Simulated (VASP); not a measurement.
# Fe (Im-3m) in VASP: single point with PBE

Aim: the single point of Fe with PBE.

All numbers are computed with VASP 6.6.1; they aren't measurements. Logs are shortened: lines on timing, memory, paths and dates and some standing lists are left out, and cuts for length are marked.

**1. The crystal as given**

It takes space group Im-3m (No. 229, cubic). Conventional cell: a = 2.829 Å, b = 2.829 Å, c = 2.829 Å, α = 90.00°, β = 90.00°, γ = 90.00°. Fe (site symmetry m-3m) has 8 Fe at 2.45 Å as nearest neighbours.

**2. Single point, PBE, collinear spin, ferromagnetic start**

INCAR reads:

```
PREC = Accurate
ENCUT = 520
EDIFF = 1E-7
ISMEAR = 1
SIGMA = 0.1
LREAL = F
LASPH = T
NELM = 150
ALGO = Normal
ISIF = 2
LWAVE = F
LCHARG = F
ISPIN = 2
MAGMOM = 2.4
LORBIT = 11
LMAXMIX = 4
GGA = PE
AMIX = 0.2
BMIX = 1E-4
AMIX_MAG = 0.8
BMIX_MAG = 1E-4
ICORELEVEL = 1
```

KPOINTS reads:

```
Automatic mesh
0
Gamma
  14 14 38
```

POSCAR reads:

```
Fe
1.0
    2.8292640000      0.0000000000      0.0000000000
    0.0000000000      2.8292640000      0.0000000000
    1.4146320000     -1.4146320000      1.4146320000
Fe
1
Direct
    0.0000000000      0.0000000000      0.0000000000
```

Potentials or basis: VASP PAW PBE potentials, release 64 (Fe).

On the command line:

```
$ cat potpaw_PBE.64/Fe/POTCAR > POTCAR
$ mpirun -np 1 vasp_std > vasp.out
```

OUTCAR:

```text
PREC = Accurate
   ENCUT = 520
   EDIFF = 1E-7
   ISMEAR = 1
   LREAL = F
   LASPH = T
   NELM = 150
   ISIF = 2
   ISPIN = 2
   LORBIT = 11
   GGA = PE
   AMIX = 0.2
   AMIX_MAG = 0.8

 ion  position               nearest neighbor table
   1  0.000  0.000  0.000-

  LATTYP: Found a body centered cubic cell.
 ALAT       =     2.8292640000

  Lattice vectors:

 A1 = (  -1.4146320000,   1.4146320000,  -1.4146320000)
 A2 = (  -1.4146320000,  -1.4146320000,   1.4146320000)
 A3 = (   1.4146320000,   1.4146320000,   1.4146320000)

Analysis of symmetry for initial positions (statically):
=====================================================================
 Subroutine PRICEL returns:
 Original cell was already a primitive cell.

 Routine SETGRP: Setting up the symmetry group for a
 body centered cubic supercell.

 Subroutine GETGRP returns: Found 48 space group operations
 (whereof 48 operations were pure point group operations)
 out of a pool of 48 trial point group operations.

The static configuration has the point symmetry O_h .

Analysis of symmetry for dynamics (positions and initial velocities):
=====================================================================
 Subroutine PRICEL returns:
 Original cell was already a primitive cell.

 Routine SETGRP: Setting up the symmetry group for a
 body centered cubic supercell.

 Subroutine GETGRP returns: Found 48 space group operations
 (whereof 48 operations were pure point group operations)
 out of a pool of 48 trial point group operations.

The dynamic configuration has the point symmetry O_h .

Analysis of structural, dynamic, and magnetic symmetry:
=====================================================================
 Subroutine PRICEL returns:
 Original cell was already a primitive cell.

 Routine SETGRP: Setting up the symmetry group for a
 body centered cubic supercell.

 Subroutine GETGRP returns: Found 48 space group operations
 (whereof 48 operations were pure point group operations)
 out of a pool of 48 trial point group operations.

The overall configuration has the point symmetry O_h .

 Subroutine INISYM returns: Found 48 space group operations
 (whereof 48 operations are pure point group operations),
 and found     1 'primitive' translations

----------------------------------------------------------------------------------------

                                     Primitive cell

  volume of cell :      11.3238

  direct lattice vectors                    reciprocal lattice vectors
     2.829264000  0.000000000  0.000000000     0.353448812  0.000000000 -0.353448812
     0.000000000  2.829264000  0.000000000     0.000000000  0.353448812  0.353448812
     1.414632000 -1.414632000  1.414632000     0.000000000  0.000000000  0.706897624

  length of vectors
     2.829264000  2.829264000  2.450214498     0.499852104  0.499852104  0.706897624

  position of ions in fractional coordinates (direct lattice)
     0.000000000  0.000000000  0.000000000

  ion indices of the primitive-cell ions
   primitive index   ion index
                 1           1

----------------------------------------------------------------------------------------

 KPOINTS: Automatic mesh

Automatic generation of k-mesh.
 Grid dimensions read from file:
 generate k-points for:   14   14   38

 Generating k-lattice:

  Cartesian coordinates                     Fractional coordinates (reciprocal lattice)
     0.025246344  0.000000000 -0.025246344     0.071428571  0.000000000  0.000000000
     0.000000000  0.025246344  0.025246344     0.000000000  0.071428571  0.000000000
     0.000000000  0.000000000  0.018602569     0.000000000  0.000000000  0.026315789

  Length of vectors
     0.035703722  0.035703722  0.018602569

  Shift w.r.t. Gamma in fractional coordinates (k-lattice)
     0.000000000  0.000000000  0.000000000

 -----------------------------------------------------------------------------
|                                                                             |
|           W    W    AA    RRRRR   N    N  II  N    N   GGGG   !!!           |
|           W    W   A  A   R    R  NN   N  II  NN   N  G    G  !!!           |
|           W    W  A    A  R    R  N N  N  II  N N  N  G       !!!           |
|           W WW W  AAAAAA  RRRRR   N  N N  II  N  N N  G  GGG   !            |
[... 50 lines left out ...]
   total plane-waves  NPLWV =  10368
   dimension x,y,z NGX =    24 NGY =   24 NGZ =   18
   dimension x,y,z NGXF=    48 NGYF=   48 NGZF=   36
   ions per type =               1
   NGX,Y,Z   is equivalent  to a cutoff of  14.10, 14.10, 12.21 a.u.
   NGXF,Y,Z  is equivalent  to a cutoff of  28.20, 28.20, 24.43 a.u.
 SYSTEM =  unknown system
   PREC   = accura    normal or accurate (medium, high low for compatibility)
   ISTART =      0    job   : 0-new  1-cont  2-samecut
   ICHARG =      2    charge: 1-file 2-atom 10-const
   ISPIN  =      2    spin polarized calculation?
   LNONCOLLINEAR =      F non collinear calculations
   LSORBIT =      F    spin-orbit coupling
   LASPH  =      T    aspherical Exc in radial PAW
   ENCUT  =  520.0 eV  38.22 Ry    6.18 a.u.   5.26  5.26  4.56*2*pi/ulx,y,z
   NELM   =    150;   NELMIN=  2; NELMDL= -5     # of ELM steps
   EDIFF  = 0.1E-06   stopping-criterion for ELM
   LREAL  =      F    real-space projection
   EDIFFG = 0.1E-05   stopping-criterion for IOM
   NSW    =      0    number of steps for IOM
   IBRION =     -1    ionic relax: 0-MD 1-quasi-New 2-CG
   NFREE  =      0    steps in history (QN), initial steepest desc. (CG)
   ISIF   =      2    stress and relaxation
   ISYM   =      2    0-nonsym 1-usesym 2-fastsym
   POTIM  = 0.5000    time-step for ionic-motion
   TEBEG  =    0.0;   TEEND  =   0.0 temperature during run
   PSTRESS=    0.0 pullay stress
   NELECT =       8.0000    total number of electrons
   NUPDOWN=      -1.0000    fix difference up-down
   EMIN   =  10.00;   EMAX   =-10.00  energy-range for DOS
   EFERMI =   0.00;   METHOD = LEGACY
   ISMEAR =     1;   SIGMA  =   0.10  broadening in eV -4-tet -1-fermi 0-gaus
   EFERMI_NEDOS =   21; number of points for ismear=-14 and -15
   IALGO  =     38    algorithm
   IMIX   =      4    mixing-type and parameters
     AMIX     =   0.20;   BMIX     =  0.00
     AMIX_MAG =   0.80;   BMIX_MAG =  0.00
  volume/ion in A,a.u.               =      11.32        76.42
  Fermi-wavevector in a.u.,A,eV,Ry     =   1.458058  2.755329 28.925061  2.125932
  Thomas-Fermi vector in A             =   2.574787
   LORBIT       =     11    0 simple, 1 ext, 2 COOP (PROOUT), +10 PAW based schemes
   GGA     = PE    functional components
   LHFCALC =     F    Hartree Fock is set to
   AEXX    =    0.0000 exact exchange contribution
   IVDW    =     0    specifies the selected vdW correction
   LEPSILON=     F    determine dielectric tensor
   LRPA    =     F    only Hartree local field effects (RPA)
 spin polarized calculation
 Methfessel and Paxton  Order N= 1 SIGMA  =   0.10
  energy-cutoff  :      520.00
  volume of cell :       11.32
 maximum number of plane-waves:       321
 NGX is ok and might be reduce to    24
   NGX = 11   NGY = 11   NGZ =  9

 number of electron       8.0000003 magnetization       2.1813865

 Free energy of the ion-electron system (eV)
  ---------------------------------------------------
  ext. energy  EPLUGINS =         0.00000000
  ---------------------------------------------------
  free energy    TOTEN  =        -8.24349901 eV

  energy without entropy =       -8.24359973  energy(sigma->0) =       -8.24353258

 the core state eigenenergies are
   1-  1s  -6985.9987  2s   -807.1378  2p   -685.8817  3s    -80.8930  3p    -46.9610

 E-fermi :   5.8638     XC(G=0): -13.1353

 val. band max:        5.8633179364   @ k =  -0.2857   0.1429   0.3158
 cond. band min:       5.8642217325   @ k =   0.0714   0.5000   0.0789
 fundamental gap:      0.0009037961
 Fermi energy:         5.8637760018

 spin component 1

 k-point     1 :       0.0000    0.0000    0.0000
  band No.  band energies     occupation
      1      -2.5958      1.00000
      2       3.5532      1.00000
      3       3.5532      1.00000
      4       3.5532      1.00000
      5       4.7667      1.00000
      6       4.7667      1.00000
      7      30.9090      0.00000
      8      30.9090      0.00000
      9      30.9090      0.00000
[... 265 lines left out ...]
 k-point    24 :      -0.3571    0.2857    0.0000
  band No.  band energies     occupation
      1       2.0918      1.00000
      2       2.6004      1.00000
      3       2.9676      1.00000
      4       4.9704      1.00000
      5       5.1689      1.00000
      6      11.5746      0.00000
      7      13.4114      0.00000
      8      15.8659      0.00000
      9      25.0224      0.00000

 Fermi energy:         5.8637760018

 spin component 2

 k-point     1 :       0.0000    0.0000    0.0000
  band No.  band energies     occupation
      1      -2.4260      1.00000
      2       5.4491      1.00000
      3       5.4492      1.00000
      4       5.4492      1.00000
      5       7.5147     -0.00000
      6       7.5149     -0.00000
      7      30.6622      0.00000
      8      30.6622      0.00000
      9      30.6622      0.00000
[... 265 lines left out ...]
 k-point    24 :      -0.3571    0.2857    0.0000
  band No.  band energies     occupation
      1       3.5608      1.00000
      2       4.1583      1.00000
      3       4.4211      1.00000
      4       7.4580     -0.00000
      5       7.6633     -0.00000
      6      12.6957      0.00000
      7      14.4988      0.00000
      8      16.7066      0.00000
      9      25.5476      0.00000

 [... further k-points ...]

------------------------ aborting loop because EDIFF is reached ----------------------------------------

  FORCE on cell =-STRESS in cart. coord.  units (eV):
  Direction    XX          YY          ZZ          XY          YZ          ZX
  --------------------------------------------------------------------------------------
  -------------------------------------------------------------------------------------
  Total        0.0164009      0.0164009      0.0164009      0.0000000     -0.0000000     -0.0000000
  in kB        2.3205366      2.3205366      2.3205366      0.0000000     -0.0000000     -0.0000000
  external PRESSURE =       2.3205366 kB  Pullay stress =       0.0000000 kB

 VOLUME and BASIS-vectors are now :
 -----------------------------------------------------------------------------
  energy-cutoff  :      520.00
  volume of cell :       11.32
      direct lattice vectors                 reciprocal lattice vectors
     2.829264000  0.000000000  0.000000000     0.353448812  0.000000000 -0.353448812
     0.000000000  2.829264000  0.000000000     0.000000000  0.353448812  0.353448812
     1.414632000 -1.414632000  1.414632000     0.000000000  0.000000000  0.706897624

 POSITION                                       TOTAL-FORCE (eV/Angst)
 -----------------------------------------------------------------------------------
      0.00000      0.00000      0.00000        -0.000000     -0.000000      0.000000
 -----------------------------------------------------------------------------------
    total drift:                               -0.000000      0.000000      0.000000

  FREE ENERGIE OF THE ION-ELECTRON SYSTEM (eV)
  ---------------------------------------------------
  free  energy   TOTEN  =        -8.2434990081 eV

  energy  without entropy=       -8.2435997284  energy(sigma->0) =       -8.24353258

 total charge

# of ion       s       p       d       tot
------------------------------------------
    1        0.489   0.543   6.243   7.275

 magnetization (x)

# of ion       s       p       d       tot
------------------------------------------
    1       -0.013  -0.054   2.245   2.178
```

Run time: 5 min. Hardware: 1 thread of Intel Xeon Platinum 8259CL at 2.50GHz (Skylake/Cascade Lake), shared host; peak memory 0.42 GiB.

Results:

```
Free energy                                           : -8.2435 eV
Pressure                                              : 0.2 GPa
Band gap on the k mesh                                : none (metal or under the smearing width)
Net moment                                            : 2.18 μB per cell
Site moments                                          : Fe +2.18 μB
Valence electrons inside the program's atomic spheres : Fe 7.28
```

Core levels (eV, on the scale of the bands):
```
atom                                                levels
1 Fe  1s -6986.0, 2s -807.1, 2p -685.9, 3s -80.9, 3p -47.0
```
